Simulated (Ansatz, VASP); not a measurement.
# Cross-check of KI between VASP and Ansatz, part 2 of 2

One calculation is typed for both programs; each brings its own data sets and cutoff. How far apart do they land? The cell is taken from a series of VASP runs on this material, whose earlier steps may have relaxed, scaled or displaced it; both programs get it as it stands.

VASP 6.6.1 and Ansatz 0.2.0.

So far: The structure; VASP: elastic constants, LDA.

**3. Ansatz: elastic constants, LDA**

Level of this step: Ansatz beside VASP: Kohn-Sham DFT, plane waves, LDA (Ansatz).

Ansatz runs on its default PAW (the set named soft_2) files.

The same cell, functional (in two slightly different forms), mesh and smearing now go to Ansatz, which takes its cutoff from its data sets.

Contents of input.yaml:

```yaml
crystal:
  lattice:
    - [0.0, 3.4137031115, 3.4137031115]
    - [3.4137031115, 0.0, 3.4137031115]
    - [3.4137031115, 3.4137031115, 0.0]
  atoms:
    - { symbol: I, position: [0.5, 0.5, 0.5] }
    - { symbol: K, position: [0.0, 0.0, 0.0] }
hamiltonian:
  xc: lda
  pseudopotentials: { kind: paw }
kpoints:
  mp_grid: { grid: [6, 6, 6] }
scf:
  occupations: { method: gaussian, width: 0.03 }
elastic:
  mode: relaxed_ion
  stencil: two_point
output:
  forces: true
  stress: true
```

Launch:

```bash
ansatz run input.yaml --threads 4 --pin off --max-ram 9216MiB --backend cpu --events-out ev --progress --plain --runs-dir out
```

Numbers of over 12 decimals in the logs are rounded to 6 here.

What it wrote:

```text
Engine: ansatz 0.2.0, aarch64-unknown-linux-gnu
Pseudopotentials: kind: paw
Pseudopotential: I, paw, valence charge 17, recommended cutoff 420 eV (normal), I.paw.azcp
Pseudopotential: K, paw, valence charge 9, recommended cutoff 420 eV (normal), K.paw.azcp
Functional definition: SPW92
  exchange = slater_x
  correlation = pw_c
Crystal: 2 atoms, lattice volume = 79.562 Å³
Basis set: ecut = 420 eV, 1471 PW (Γ)
Bands: 17, of which v1, the nominal top of the filled ones, is band 13 counted from 1 (12 counted from 0)
Symmetry: 48 space group operations
Space group: Fm-3m (ITA 225), of the structure as read, at distance tolerance 4.3e-5 Å
k-points: 16 of 216
Non-local potential: I, projectors of the file, l = 0: 2, l = 1: 2, l = 2: 2, l = 3: 2
Non-local potential: K, projectors of the file, l = 0: 3, l = 1: 2, l = 2: 2
PAW form: soft (Blöchl's): semilocal exchange-correlation on the pseudo side does not see the compensation charge
PAW frozen core: I, regenerated for the run's functional, and the local potential with it (the file was generated under x = pbe(κ = 0.804, μ = 0.219515), c = pbe(β = 0.066725))
PAW frozen core: K, regenerated for the run's functional, and the local potential with it (the file was generated under x = pbe(κ = 0.804, μ = 0.219515), c = pbe(β = 0.066725))
PAW one-centre angular grid: I, 590 points (default); XC on 64 Gauss nodes
PAW one-centre angular grid: K, 110 points (default); XC on 64 Gauss nodes
Initial density: superposition of atomic densities (neutral atoms: chi_scale 0, normalization atom), corrected by the library's trained network
Initial wavefunctions: pseudopotential atomic-orbital guess
Functional: x = slater, c = lda
SCF iter   1: F=—  HF=-8855.099870 eV  |F-HF|=—  |Δ(HF+E_count)|=         —  Δρ=4.64e-3  dr2=7.96e-3  ethr=1.77e-3  ⟨swp⟩=7.3  Hψ=1630  notcnv=0
preconditioner: auto → none  [insulator: Δε(μ)=3.846 eV  Ē_g=13.639 eV  σ=0.030 eV  W_gap=1.00  n_scr=14 (ndim 8)  ℏωp=15.6 eV  f_vac=0.105  D(μ)=0.00/eV (n_scr^D=0)  ε∞_Penn≈2.3]
SCF iter   2: F=—  HF=-8855.097313 eV  |F-HF|=—  |Δ(HF+E_count)|=   2.56e-3  Δρ=2.27e-3  dr2=1.63e-3  ethr=3.06e-5  ⟨swp⟩=2.2  Hψ=570  notcnv=0
SCF iter   3: F=—  HF=-8855.097161 eV  |F-HF|=—  |Δ(HF+E_count)|=   1.52e-4  Δρ=3.93e-4  dr2=1.89e-4  ethr=6.28e-6  ⟨swp⟩=3.0  Hψ=441  notcnv=0
SCF iter   4: F=—  HF=-8855.097073 eV  |F-HF|=—  |Δ(HF+E_count)|=   8.81e-5  Δρ=6.86e-5  dr2=2.40e-6  ethr=7.28e-7  ⟨swp⟩=2.2  Hψ=472  notcnv=0
SCF iter   5: F=—  HF=-8855.097070 eV  |F-HF|=—  |Δ(HF+E_count)|=   2.83e-6  Δρ=1.07e-5  dr2=7.26e-8  ethr=9.23e-9  ⟨swp⟩=2.3  Hψ=446  notcnv=0
SCF iter   6: F=—  HF=-8855.097070 eV  |F-HF|=—  |Δ(HF+E_count)|=   5.46e-9  Δρ=3.09e-6  dr2=6.10e-9  ethr=2.79e-10  ⟨swp⟩=2.9  Hψ=483  notcnv=0
SCF iter   7: F=—  HF=-8855.097070 eV  |F-HF|=—  |Δ(HF+E_count)|=   3.21e-9  Δρ=3.38e-7  dr2=9.08e-11  ethr=2.35e-11  ⟨swp⟩=2.0  Hψ=480  notcnv=0
SCF iter   8: F=—  HF=-8855.097070 eV  |F-HF|=—  |Δ(HF+E_count)|=  3.27e-11  Δρ=5.58e-8  dr2=2.66e-12  ethr=3.49e-13 (applied; sched 1.00e-12)  ⟨swp⟩=2.0  Hψ=480  notcnv=0
SCF iter   9: F=-8855.097070 eV  HF=-8855.097070 eV  |F-HF|=0.00e0  |Δ(HF+E_count)|=    0.00e0  Δρ=8.17e-9  dr2=4.61e-14  ethr=1.00e-12  ⟨swp⟩=3.9  Hψ=1346  notcnv=0
SCF 1 converged in 9 iterations: F = -8855.097070 eV  dr2 = 4.61e-14
  greatest PAW one-centre occupation: 1.000 electrons in one spin orbital (limit 2), on the I atom at site 0 (counted from 0), in its partial waves of l = 2
Crystal: 2 atoms, lattice volume = 79.403 Å³
Symmetry: 16 space group operations
k-points: 30 of 216
Initial density: handed on by an earlier stage of this run
Initial wavefunctions: those handed on with the density
iter 1 solved again at ethr=2.11e-8 eV; its pass at ethr=3.10e-3 eV (dr2=5.49e-6 eV) is discarded
[...]
preconditioner: auto → none  [insulator: Δε(μ)=3.861 eV  Ē_g=13.672 eV  σ=0.030 eV  W_gap=1.00  n_scr=14 (ndim 8)  ℏωp=15.6 eV  f_vac=0.083  D(μ)=0.00/eV (n_scr^D=0)  ε∞_Penn≈2.3]
[...]
SCF 2 converged in 7 iterations: F = -8855.097099 eV  dr2 = 8.53e-15
Crystal: 2 atoms, lattice volume = 79.721 Å³
[...]
preconditioner: auto → none  [insulator: Δε(μ)=3.852 eV  Ē_g=13.665 eV  σ=0.030 eV  W_gap=1.00  n_scr=14 (ndim 8)  ℏωp=15.6 eV  f_vac=0.084  D(μ)=0.00/eV (n_scr^D=0)  ε∞_Penn≈2.3]
[...]
SCF 3 converged in 5 iterations: F = -8855.096963 eV  dr2 = 2.18e-14
Symmetry: 8 space group operations
k-points: 46 of 216
[...]
preconditioner: auto → none  [insulator: Δε(μ)=3.855 eV  Ē_g=13.668 eV  σ=0.030 eV  W_gap=1.00  n_scr=14 (ndim 8)  ℏωp=15.6 eV  f_vac=0.084  D(μ)=0.00/eV (n_scr^D=0)  ε∞_Penn≈2.3]
SCF iter   2: F=—  HF=-8855.097066 eV  |F-HF|=—  |Δ(HF+E_count)|=   3.66e-7  Δρ=1.43e-5  dr2=1.07e-7  ethr=2.17e-9  ⟨swp⟩=1.9  Hψ=960  notcnv=0
SCF iter   3: F=—  HF=-8855.097066 eV  |F-HF|=—  |Δ(HF+E_count)|=   1.56e-8  Δρ=1.11e-6  dr2=7.37e-10  ethr=4.13e-10  ⟨swp⟩=2.1  Hψ=1142  notcnv=0
SCF iter   4: F=—  HF=-8855.097066 eV  |F-HF|=—  |Δ(HF+E_count)|=  3.47e-10  Δρ=1.76e-7  dr2=2.89e-11  ethr=2.83e-12  ⟨swp⟩=2.0  Hψ=1333  notcnv=0
SCF iter   5: F=—  HF=-8855.097066 eV  |F-HF|=—  |Δ(HF+E_count)|=  1.27e-11  Δρ=4.29e-8  dr2=2.73e-12  ethr=1.11e-13 (applied; sched 1.00e-12)  ⟨swp⟩=2.0  Hψ=1414  notcnv=0
SCF iter   6: F=-8855.097066 eV  HF=-8855.097066 eV  |F-HF|=1.82e-12  |Δ(HF+E_count)|=  3.64e-12  Δρ=8.89e-9  dr2=4.80e-14  ethr=1.00e-12  ⟨swp⟩=3.6  Hψ=3370  notcnv=0
SCF 4 converged in 6 iterations: F = -8855.097066 eV  dr2 = 4.80e-14
iter 1 solved again at ethr=1.12e-10 eV; its pass at ethr=3.10e-3 eV (dr2=2.90e-8 eV) is discarded
SCF iter   1: F=—  HF=-8855.097063 eV  |F-HF|=—  |Δ(HF+E_count)|=         —  Δρ=4.21e-5  dr2=2.90e-8  ethr=1.12e-10  ⟨swp⟩=2.0  Hψ=4898  notcnv=0
SCF iter   2: F=—  HF=-8855.097065 eV  |F-HF|=—  |Δ(HF+E_count)|=   2.09e-6  Δρ=2.10e-5  dr2=7.26e-9  ethr=1.12e-10  ⟨swp⟩=1.0  Hψ=782  notcnv=0
SCF iter   3: F=—  HF=-8855.097066 eV  |F-HF|=—  |Δ(HF+E_count)|=   6.97e-7  Δρ=2.58e-8  dr2=2.46e-13  ethr=2.79e-11  ⟨swp⟩=1.1  Hψ=785  notcnv=0
SCF iter   4: F=-8855.097066 eV  HF=-8855.097066 eV  |F-HF|=1.82e-12  |Δ(HF+E_count)|=  1.82e-12  Δρ=4.65e-9  dr2=5.17e-15  ethr=1.00e-12  ⟨swp⟩=5.0  Hψ=2827  notcnv=0
SCF 5 converged in 4 iterations: F = -8855.097066 eV  dr2 = 5.17e-15
SCF converged after 9 iterations
Free energy (F): -8855.097070 eV
Harris-Foulkes:  -8855.097070 eV  (|F-HF|=0.00e0)
Internal energy: -8855.097070 eV  (E = F + TS)
E sigma→0 (E₀):  -8855.097070 eV
Fermi energy:    4.790273 eV
--- Per-component energies (eV) ---
  E_band       = -505.755317
  E_kinetic    = 444.268153
  E_local      = -2716.102538  (includes V_loc(G=0)·N_el)
  E_nonlocal   = -69.618692
  E_hartree    = 1290.056279
  E_xc         = -260.691617
  E_vxc        = -292.760879  (∫ρ·V_xc dr)
  E_paw        = -5403.466998  (= ΣΔE_a)
  E_vpaw       = -451.654006  (= ΣTr[D̂ρ^β])
  E_aug_tail   = 0.000071  (compensation charges beyond the density's cutoff)
  E_ewald      = -2140.580444
  E_core_change = 1.038715  (= ΣΔE_core)
  E_smearing   = -0.000000  (= −TS)
  E_closure    = -0.000000  (closes the sum)
  Σ components = -8855.097070   (vs F -8855.097070, Δ=0.00e0)
--- Forces (eV/Å), atoms counted from 1 ---
  atom   1  I      0.00000000    -0.00000000     0.00000000
  atom   2  K     -0.00000000     0.00000000    -0.00000000
  max |Σ_I F_I| component: 6.19e-29 eV/Å
--- Stress (GPa, compression-positive) ---
       -0.068967      -0.000000      -0.000000
        0.000000      -0.068967      -0.000000
        0.000000      -0.000000      -0.068967
  P = ⅓ Tr σ = -0.0690 GPa (-0.690 kbar)
--- Band table (eV; the first three rows and the last of 16) ---
  k-point 0: bands = [... 9 lower, -7.9255, 2.8613, 2.8613, 2.8613, 6.7190, 9.1022, 9.1022, 9.1022]
  k-point 1: bands = [... 9 lower, -7.7837, 2.3258, 2.7373, 2.7373, 7.4213, 9.0486, 9.4259, 9.4259]
  k-point 2: bands = [... 9 lower, -7.5453, 1.5409, 2.5125, 2.5125, 8.0801, 9.9089, 10.2291, 10.2291]
  k-point 15: bands = [... 9 lower, -7.6370, 1.8046, 2.1734, 2.1735, 8.2241, 9.2824, 10.2143, 11.2996]
--- Elastic constants: 2 strain directions × 2 members + reference (group order 48) ---
  dense FFT box of the reference and of every strained cell: 36×36×36
  strains applied: 11, 23; error gains: componentwise 1.00 (the most a stress slope's error grows in a printed constant), spectral 1.73 (1 for all six strains in a standard setting)
  C = ∂σ_k/∂η_j (tension-positive GPa; Voigt order 11 22 33 23 13 12):
        39.451      3.777      3.777      0.000      0.000     -0.000
         3.777     39.451      3.777     -0.000      0.000      0.000
         3.777      3.777     39.451      0.000     -0.000     -0.000
        -0.000      0.000      0.000      3.599     -0.000      0.000
         0.000     -0.000     -0.000      0.000      3.599      0.000
        -0.000      0.000     -0.000     -0.000     -0.000      3.599
  reference stress σ⁰ (GPa):      0.069      0.069      0.069      0.000      0.000      0.000
  C* (energy form; C + prestress term) asymmetry max|C*_kj − C*_jk| = 2.220e-15 GPa — a small one proves nothing (zero by symmetry where the batch's group is 432, −43m or m−3m); a large one is finite-difference/SCF noise where every solve meets its electron count
  moduli (Voigt/Reuss/Hill, GPa): K = 15.67/15.67/15.67   G = 9.29/5.29/7.29   E = 18.94   ν = 0.299
  mechanically stable: yes (min eigenvalue of sym C = 3.60 GPa)
  strain η (Voigt 11):  stress-route row diagonal C_11 = 39.45 GPa, energy-path curvature d²(F+E_count+ΔE)/dδ²/Ω₀ = 39.39 GPa
         δ    σ_11 (GPa)             F (eV)   n_scf  n_hpsi   n_pw
    -2.000e-3      -0.0111       -8855.0970990       7    9936   1588   relax 0 steps, max|allowed force component| 2.48e-29 eV/Å
     2.000e-3       0.1467       -8855.0969628       5    7482   1588   relax 0 steps, max|allowed force component| 2.33e-29 eV/Å
  strain η (Voigt 23):  stress-route row diagonal C_44 = 3.60 GPa, energy-path curvature d²(F+E_count+ΔE)/dδ²/Ω₀ = 3.56 GPa
         δ    σ_23 (GPa)             F (eV)   n_scf  n_hpsi   n_pw
    -2.000e-3      -0.0072       -8855.0970661       6   14472   1588   relax 0 steps, max|allowed force component| 1.93e-28 eV/Å
     2.000e-3       0.0072       -8855.0970661       4   10046   1588   relax 0 steps, max|allowed force component| 1.76e-28 eV/Å
```

Run time: 3.8 s. Hardware: 4 threads of Arm Neoverse V1, shared host; peak memory 0.37 GiB.

The run ends at a pressure of -0.07 GPa.

**4. Side by side**

Known differences besides the potentials themselves: the two LDA forms differ slightly; the data sets hold 26 valence electrons in Ansatz (default PAW (the set named soft_2) files) and 16 in VASP; the cutoff is 420 eV in Ansatz and 700 eV in VASP; VASP's log shows a relativistic correction to its local exchange, Ansatz's none. Total energies have different zeros and are not compared.

The two programs side by side:

```csv
quantity,Ansatz,VASP,difference
C11 (GPa),39.5,40.5,-2.50 %
C22 (GPa),39.5,40.5,-2.50 %
C33 (GPa),39.5,40.5,-2.50 %
C12 (GPa),3.8,3.9,-2.07 %
C13 (GPa),3.8,3.9,-2.07 %
C23 (GPa),3.8,3.9,-2.07 %
C44 (GPa),3.6,3.5,+2.27 %
C55 (GPa),3.6,3.5,+2.27 %
C66 (GPa),3.6,3.5,+2.27 %
```

**5. Outcome**

| Item | Value |
| --- | --- |
| difference in C11 (elastic constants, LDA) | -2.5 % |

**Reading.** The difference in C11 is -2.5 % (elastic constants, LDA), within the 5 % picked in this series as the mark of a large difference. 1 further run of this series is not shown here. Such differences can come from data sets, numerical settings and the points named under the comparisons, not from the functional's error against experiment.

[Lines on the potential files, build, host, timing and source positions are cut from VASP's logs without a mark.]

[Logs are printed without paths, hosts, clocks, repeated set-up lines and the standing remarks that a program may print on its own settings, such as how far it seeks lower states.]

[Hosts, paths, dates, database ids (printed as entryN), source tags and the programs' standing remarks are cut or masked in the printed files.]
